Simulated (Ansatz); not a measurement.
Calculation for TaN (begun as NiAs type, now distorted NiAs): DFT, PBE, all-electron LAPW, scalar-relativistic (Ansatz 0.2.0). This run: single point at the cell that PAW relaxed from the NiAs type at 440 GPa.

The cell comes from a relaxation on PAW files under the same functional, begun from a prototype that needn't be the stable phase.

Command: `ansatz run input.yaml --threads 1 --pin off --max-ram 3584MiB --backend cpu --events-out ev --progress --plain --runs-dir out` It took 49 s on 1 thread of Intel(R) Xeon(R) 6975P-C (Granite Rapids), with other jobs on the host, peak memory 0.89 GiB.

```yaml
crystal:
  lattice:
    - [2.433469069, 0.0, 0.0]
    - [-1.2167345345, 2.1074460331, 0.0]
    - [0.0, 0.0, 5.2216182479]
  atoms:
    - { symbol: Ta, position: [0.0, 0.0, 0.0] }
    - { symbol: Ta, position: [0.0, 0.0, 0.5] }
    - { symbol: "N", position: [0.3333333333, 0.6666666667, 0.25] }
    - { symbol: "N", position: [0.6666666667, 0.3333333333, 0.75] }
kpoints:
  mp_grid: { grid: [12, 12, 7] }
scf:
  occupations: { method: fermi_dirac, width: 0.1 }
hamiltonian:
  xc: pbe
  pseudopotentials: { kind: all_electron, lapw: { basis_error: 0.0005 } }
output:
  forces: true
  stress: true
  eigenvalues: true
  populations: true
```

Output:

```
Ta: projections on atomic orbitals take those of the free atom 1s2 2s2 2p6 3s2 3p6 3d10 4s2 4p6 4d10 4f14 5s2 5p6 5d3 6s2, of charge +0.00 (hamiltonian.pseudopotentials.projection_atoms)
N: projections on atomic orbitals take those of the free atom 1s2 2s2 2p3, of charge +0.00 (hamiltonian.pseudopotentials.projection_atoms)
LAPW: plane waves up to 11.756 Å⁻¹, error target 5.0e-4 eV per atom; small_component_spin mean_spin; N in spheres of 0.795 Å, 7 of its electrons in bands, Dirac shells []; Ta in spheres of 1.123 Å, 45 of its electrons in bands, Dirac shells [] (how accurate: hamiltonian.pseudopotentials.lapw.basis_error, Limitations)
Engine: ansatz 0.2.0
Pseudopotentials: kind: all_electron
Pseudopotential: Ta, LAPW, valence charge 45, lapw/all_electron/scalar/gaussian/Ta, Koelling and Harmon's equation, gaussian nucleus
Pseudopotential: N, LAPW, valence charge 7, lapw/all_electron/scalar/gaussian/N, Koelling and Harmon's equation, gaussian nucleus
Functional definition: PBE
  parameter kappa = 0.804
  parameter beta = 0.06672455060314922
  exchange = pbe_x(kappa = kappa, mu = beta*pi^2/3)
  correlation = pbe_c(beta = beta)
Crystal: 4 atoms, lattice volume = 26.779 Å³
Basis set: ecut = 526.5516416334958 eV, 733 PW (Γ), exchange–correlation at level 2
Bands: 63, of which v1, the nominal top of the filled ones, is band 52 counted from 1 (51 counted from 0)
Symmetry: 24 space group operations
Space group: P63/mmc (ITA 194), of the structure as read, at distance tolerance 3.0e-5 Å
k-points: 76 of 1008
Non-local potential: Ta, projectors of the file, none
Non-local potential: N, projectors of the file, none
Initial density: superposition of atomic densities (chi_scale 0.1, normalization cell, long waves kept (reshape's long-wave potential 0.00 eV rms))
Initial wavefunctions: plane waves of lowest kinetic energy (no species holds an atomic orbital)
Functional: x = pbe(κ = 0.804, μ = 0.2195149727645171), c = pbe(β = 0.06672455060314922)
iter 1 solved again at ethr=8.28e-3 eV; its pass at ethr=1.00e-1 eV (dr2=8.61e0 eV) is discarded
SCF iter   1: F=—  HF=-852111.245466 eV  |F-HF|=—  |Δ(HF+E_count)|=         —  Δρ=1.95e-1  dr2=8.61e0  ethr=8.28e-3  ⟨swp⟩=2.0  Hψ=30916  notcnv=0
preconditioner: auto → Kerker (q_TF=auto, 3.421 Å⁻¹)  [metal: Δε(μ)=0.015 eV  Ē_g=27.389 eV  σ=0.100 eV  W_gap=0.04  n_scr=22 (ndim 8)  ℏωp=55.6 eV  f_vac=0.000  D(μ)=0.88/eV (n_scr^D=4)]
iter 2 solved again at ethr=6.44e-4 eV; its pass at ethr=8.28e-3 eV (dr2=6.69e-1 eV) is discarded
SCF iter   2: F=—  HF=-852107.280833 eV  |F-HF|=—  |Δ(HF+E_count)|=    3.96e0  Δρ=5.32e-2  dr2=6.69e-1  ethr=6.44e-4  ⟨swp⟩=2.0  Hψ=24078  notcnv=0
SCF iter   3: F=—  HF=-852107.176471 eV  |F-HF|=—  |Δ(HF+E_count)|=         —  Δρ=4.11e-2  dr2=4.15e-1  ethr=6.44e-4  ⟨swp⟩=2.0  Hψ=14021  notcnv=0
the basis was enlarged: its passes take 1.5 MiB over the memory plan, 1 of 1 planned eigensolver slots
SCF iter   4: F=—  HF=-852107.122179 eV  |F-HF|=—  |Δ(HF+E_count)|=   5.43e-2  Δρ=2.03e-2  dr2=9.80e-2  ethr=3.99e-4  ⟨swp⟩=2.0  Hψ=14216  notcnv=0
SCF iter   5: F=—  HF=-852107.100720 eV  |F-HF|=—  |Δ(HF+E_count)|=   2.15e-2  Δρ=3.52e-3  dr2=1.08e-3  ethr=9.42e-5  ⟨swp⟩=2.0  Hψ=14662  notcnv=0
SCF iter   6: F=—  HF=-852107.100868 eV  |F-HF|=—  |Δ(HF+E_count)|=   1.48e-4  Δρ=7.44e-4  dr2=9.53e-5  ethr=1.04e-6  ⟨swp⟩=2.0  Hψ=14312  notcnv=0
SCF iter   7: F=—  HF=-852107.100878 eV  |F-HF|=—  |Δ(HF+E_count)|=   9.87e-6  Δρ=2.59e-4  dr2=1.53e-5  ethr=9.17e-8  ⟨swp⟩=2.0  Hψ=14311  notcnv=0
SCF iter   8: F=—  HF=-852107.100874 eV  |F-HF|=—  |Δ(HF+E_count)|=   3.68e-6  Δρ=5.30e-5  dr2=5.57e-7  ethr=1.47e-8  ⟨swp⟩=2.0  Hψ=14314  notcnv=0
SCF iter   9: F=-852107.100874 eV  HF=-852107.100874 eV  |F-HF|=5.81e-8  |Δ(HF+E_count)|=   3.47e-8  Δρ=1.72e-5  dr2=6.78e-8  ethr=5.35e-10  ⟨swp⟩=2.0  Hψ=14311  notcnv=0
SCF 1 converged in 9 iterations: F = -852107.100874 eV  dr2 = 6.78e-8
SCF converged after 9 iterations
Free energy (F): -852107.100874 eV
Harris-Foulkes:  -852107.100874 eV  (|F-HF|=5.81e-8)
Internal energy: -852107.077200 eV  (E = F + TS)
E sigma→0 (E₀):  -852107.089037 eV
Entropy (-TS):   -0.023674 eV (-5.919 meV/atom)
Fermi energy:    41.318430 eV
--- Per-component energies (eV) ---
  E_band       = -9767.922389
  E_kinetic    = 951049.923029
  E_xc         = -17661.040415
  E_electrostatic = -1785495.959813  (all electrons and nuclei)
  E_smearing   = -0.023674  (= −TS)
  E_closure    = 0.000000  (closes the sum)
  E_atoms      = -852082.224143  (free atoms, spherical and without spin; not in F)
  Σ components = -852107.100874   (vs F -852107.100874, Δ=0.00e0)
  Basis errors (estimates in eV, not in F): energy 1.7e-4 per atom: plane waves 1.5e-4 (8.3e-5 summed), levels above the bands 3.0e-66, relativity 1.9e-8, radial functions 2.2e-5, core shells 4.7e-12; eigenvalues (radial functions only) 2.9e-6; not estimated: angular momenta, meshes, grids; target (lapw.basis_error) 5.0e-4; muffin-tin radii N 0.795 Å, Ta 1.123 Å
--- Forces (eV/Å), atoms counted from 1 ---
  atom   1  Ta    -0.00000000    -0.00000000     0.00000000
  atom   2  Ta     0.00000000     0.00000000     0.00000000
  atom   3  N      0.00000000    -0.00000000     0.00000000
  atom   4  N      0.00000000     0.00000000     0.00000000
  max |Σ_I F_I| component: 7.40e-17 eV/Å
--- Stress (GPa, compression-positive) ---
      433.964642      -0.000000       0.000000
        0.000000     433.964642       0.000000
        0.000000       0.000000     432.589466
  P = ⅓ Tr σ = 433.5063 GPa (4335.063 kbar)
--- Band table (eV; the first three rows and the last of 76) ---
  k-point 0: bands = ["-492.3418", "-492.3418", "-352.8709", "-352.8709", "-352.8709", "-352.8709", "-352.8214", "-352.8214", "-334.9784", "-334.9784", "-174.4360", "-174.4360", "-174.4360", "-174.4360", "-174.3955", "-174.3955", "-174.3955", "-174.3955", "-174.3729", "-174.3728", "-26.8062", "-26.6003", "3.9196", "6.8350", "8.6188", "8.6188", "8.8538", "8.8538", "20.5329", "22.1646", "22.2306", "22.4313", "22.4391", "22.4391", "22.5384", "22.5384", "22.5746", "22.6316", "22.6316", "22.7190", "22.7190", "22.7596", "22.7602", "26.9515", "30.0251", "34.3142", "34.7740", "34.7740", "37.9145", "39.5414", "39.5414", "40.7165", "40.7165", "42.5721", "42.5721", "43.9460", "48.7069", "48.7069", "50.0550", "51.3395", "51.3395", "51.7091", "55.9358"]
  k-point 1: bands = ["-492.3418", "-492.3418", "-352.8709", "-352.8709", "-352.8709", "-352.8709", "-352.8214", "-352.8214", "-334.9784", "-334.9784", "-174.4360", "-174.4360", "-174.4360", "-174.4360", "-174.3955", "-174.3955", "-174.3955", "-174.3955", "-174.3729", "-174.3728", "-26.7962", "-26.6107", "4.0377", "6.6522", "8.6302", "8.6302", "8.8419", "8.8419", "20.8111", "22.1667", "22.2324", "22.4371", "22.4439", "22.4439", "22.5334", "22.5334", "22.5663", "22.6354", "22.6354", "22.7140", "22.7140", "22.7596", "22.7602", "26.4034", "30.5258", "34.2530", "34.9014", "34.9014", "38.0091", "38.7613", "38.7613", "41.4986", "41.4986", "42.6614", "42.6614", "43.3578", "48.5448", "48.5448", "50.3088", "50.9980", "50.9980", "51.8156", "55.6791"]
  k-point 2: bands = ["-492.3418", "-492.3418", "-352.8709", "-352.8709", "-352.8709", "-352.8709", "-352.8214", "-352.8214", "-334.9784", "-334.9784", "-174.4360", "-174.4360", "-174.4360", "-174.4360", "-174.3955", "-174.3955", "-174.3955", "-174.3955", "-174.3729", "-174.3728", "-26.7681", "-26.6398", "4.3792", "6.1702", "8.6623", "8.6623", "8.8088", "8.8088", "21.5604", "22.1716", "22.2514", "22.4542", "22.4576", "22.4576", "22.5196", "22.5196", "22.5438", "22.6462", "22.6462", "22.7004", "22.7004", "22.7597", "22.7601", "25.2690", "31.5125", "33.9837", "35.2773", "35.2773", "37.6779", "37.6779", "38.4007", "42.0074", "42.5010", "42.5010", "42.8928", "42.8928", "48.2851", "48.2851", "50.1347", "50.1347", "50.8573", "52.0019", "55.2586"]
  k-point 75: bands = ["-492.3418", "-492.3418", "-352.8709", "-352.8709", "-352.8709", "-352.8709", "-352.8214", "-352.8214", "-334.9784", "-334.9784", "-174.4358", "-174.4358", "-174.4358", "-174.4358", "-174.3955", "-174.3955", "-174.3955", "-174.3955", "-174.3726", "-174.3726", "-25.8819", "-25.8421", "4.9655", "4.9655", "5.1041", "5.1041", "6.6165", "7.0989", "22.1139", "22.1139", "22.3961", "22.4000", "22.4963", "22.4963", "22.5260", "22.5260", "22.5910", "22.5910", "22.6217", "22.6345", "22.6695", "22.6840", "25.0277", "25.0277", "30.2452", "30.2452", "33.9599", "35.1057", "35.1057", "35.4344", "41.2556", "41.2556", "45.4535", "45.4535", "47.2094", "48.0144", "49.2049", "49.2049", "56.3399", "56.3399", "58.6820", "60.0794", "60.8660"]
--- Löwdin populations: 4 sites ---
  site symbol       q [e]
     0     Ta     72.4691
     1     Ta     72.4691
     2      N      7.4743
     3      N      7.4743
  spilling = 0.000707 (of n_electrons = 160.000000)
```

populations.tsv:

```
# site	symbol	l	j	q
# orbitals = lowdin
# n_electrons = 160.000000
# spilling = 0.000707
# projection_atom_Ta: 1s2 2s2 2p6 3s2 3p6 3d10 4s2 4p6 4d10 4f14 5s2 5p6 5d3 6s2
# projection_atom_N: 1s2 2s2 2p3
0	Ta	0_1S	-	1.999999
0	Ta	0_2S	-	1.999941
0	Ta	0_3S	-	1.999249
0	Ta	0_4S	-	1.992378
0	Ta	0_5S	-	1.890522
0	Ta	0_6S	-	0.427662
0	Ta	1_2P	-	6.000000
0	Ta	1_3P	-	5.999993
0	Ta	1_4P	-	5.999554
0	Ta	1_5P	-	5.951998
0	Ta	2_3D	-	10.000000
0	Ta	2_4D	-	9.999671
0	Ta	2_5D	-	4.219524
0	Ta	3_4F	-	13.988582
1	Ta	0_1S	-	1.999999
1	Ta	0_2S	-	1.999941
1	Ta	0_3S	-	1.999249
1	Ta	0_4S	-	1.992378
1	Ta	0_5S	-	1.890522
1	Ta	0_6S	-	0.427662
1	Ta	1_2P	-	6.000000
1	Ta	1_3P	-	5.999993
1	Ta	1_4P	-	5.999554
1	Ta	1_5P	-	5.951998
1	Ta	2_3D	-	10.000000
1	Ta	2_4D	-	9.999671
1	Ta	2_5D	-	4.219524
1	Ta	3_4F	-	13.988582
2	N	0_1S	-	1.991898
2	N	0_2S	-	1.316520
2	N	1_2P	-	4.165927
3	N	0_1S	-	1.991898
3	N	0_2S	-	1.316520
3	N	1_2P	-	4.165927
```

Next run (zincblende relaxed under pressure), as changes to the input before:

```diff
   lattice:
-    - [2.433469069, 0.0, 0.0]
-    - [-1.2167345345, 2.1074460331, 0.0]
-    - [0.0, 0.0, 5.2216182479]
+    - [0.0, 1.9685559126, 1.9685559126]
+    - [1.9685559126, 0.0, 1.9685559126]
+    - [1.9685559126, 1.9685559126, 0.0]
   atoms:
-    - { symbol: Ta, position: [0.0, 0.0, 0.5] }
-    - { symbol: "N", position: [0.3333333333, 0.6666666667, 0.25] }
-    - { symbol: "N", position: [0.6666666667, 0.3333333333, 0.75] }
+    - { symbol: "N", position: [0.25, 0.25, 0.25] }
 kpoints:
-  mp_grid: { grid: [12, 12, 7] }
+  mp_grid: { grid: [17, 17, 17] }
 scf:
   eigenvalues: true
-  populations: true
+relax:
+  f_tol: 0.005
+  max_steps: 12
+  cell: { p_target: 440.0, stress_tol: 0.22 }
```

Results part of the output:

```
basis re-selected at this cell: Δ(F+E_penalty+E_count) = +1.331e-7 eV, ΔP = -0.002 GPa vs the last step (what re-selecting the basis moved, after the strain that the cell walked since its last selection, with what the two solves' SCF thresholds leave and, on support functions, any second-order correction that the steps lacked; it is no measure of the basis error at this ecutwfc). This SCF's stress stands 3.36e-2 GPa from its target on what of the cell is left free (relax.cell.stress_tol is 2.20e-1 GPa) and its largest allowed force component is 3.89e-16 eV/Å (relax.f_tol is 5.00e-3 eV/Å): within both
SCF converged after 2 iterations
Free energy (F): -426050.580058 eV
Harris-Foulkes:  -426050.580058 eV  (|F-HF|=1.09e-8)
Internal energy: -426050.564254 eV  (E = F + TS)
E sigma→0 (E₀):  -426050.572156 eV
Entropy (-TS):   -0.015804 eV (-7.902 meV/atom)
Fermi energy:    37.764221 eV
--- Per-component energies (eV) ---
  E_band       = -5132.131499
  E_kinetic    = 475539.130173
  E_xc         = -8830.633472
  E_electrostatic = -892759.060955  (all electrons and nuclei)
  E_smearing   = -0.015804  (= −TS)
  E_closure    = 0.000000  (closes the sum)
  E_atoms      = -426041.112071  (free atoms, spherical and without spin; not in F)
  Σ components = -426050.580058   (vs F -426050.580058, Δ=0.00e0)
[... lines left out ...]
        0.000000     439.966425       0.000000
       -0.000000       0.000000     439.966425
  P = ⅓ Tr σ = 439.9664 GPa (4399.664 kbar)
--- Band table (eV; the first three rows and the last of 165) ---
  k-point 0: bands = ["-496.9207", "-357.4306", "-357.4306", "-357.4306", "-340.9604", "-178.9821", "-178.9821", "-178.9799", "-178.9799", "-178.9799", "-31.1092", "2.7484", "2.7484", "2.7484", "15.6901", "17.8418", "17.8418", "17.8418", "18.0811", "18.0811", "18.0811", "18.7082", "26.3019", "26.3019", "26.3019", "37.5710", "38.4522", "38.4522", "46.4224", "46.4224", "46.4224", "55.2966"]
  k-point 1: bands = ["-496.9207", "-357.4306", "-357.4306", "-357.4306", "-340.9604", "-178.9821", "-178.9821", "-178.9799", "-178.9799", "-178.9799", "-31.0990", "2.6094", "2.7326", "2.7326", "15.8055", "17.8428", "17.8453", "17.8453", "18.0753", "18.0753", "18.0813", "18.7625", "26.2707", "26.3738", "26.3738", "37.7967", "38.3024", "38.3024", "46.2322", "46.7456", "46.7456", "55.4141"]
  k-point 2: bands = ["-496.9207", "-357.4306", "-357.4306", "-357.4306", "-340.9604", "-178.9821", "-178.9821", "-178.9799", "-178.9799", "-178.9799", "-31.0698", "2.2284", "2.6873", "2.6873", "16.0953", "17.8465", "17.8550", "17.8550", "18.0596", "18.0596", "18.0818", "18.9238", "26.2326", "26.5728", "26.5728", "37.9674", "37.9674", "38.3948", "45.8118", "47.5629", "47.5629", "54.9707"]
  k-point 164: bands = ["-496.9207", "-357.4306", "-357.4306", "-357.4306", "-340.9604", "-178.9821", "-178.9821", "-178.9799", "-178.9799", "-178.9799", "-30.6985", "0.0874", "0.9885", "1.5480", "17.7412", "17.8040", "17.9052", "17.9582", "17.9805", "18.0010", "18.0118", "21.0605", "27.0265", "28.9036", "30.8999", "34.8764", "37.8397", "41.9826", "45.7357", "48.9454", "53.6017", "54.5584"]
--- Relaxed structure (3 steps of the walk, 3 accepted, 1 SCFs on fresh bases) ---
  F+E_penalty+E_count = -426050.58005786 eV   max|allowed force component| = 3.886e-16 eV/Å   (the final SCF, on the basis selected at the relaxed cell)
  cell:  # Å, volume = 15.1713 Å³
    - [-6.942444394820241e-34, 1.9648577500772897, 1.9648577500772897]
    - [1.9648577500772897, 1.9553490176236825e-33, 1.9648577500772897]
    - [1.9648577500772897, 1.9648577500772897, 2.547686016447795e-33]
  atoms:
    - { symbol: Ta, position: [-6.094283903812017e-34, 6.135048344640191e-34, 8.86626588012785e-34] }
    - { symbol: N, position: [0.24999999999999997, 0.24999999999999997, 0.24999999999999997] }
```

Spin–orbit coupling is left out, which matters for the heavy atoms.
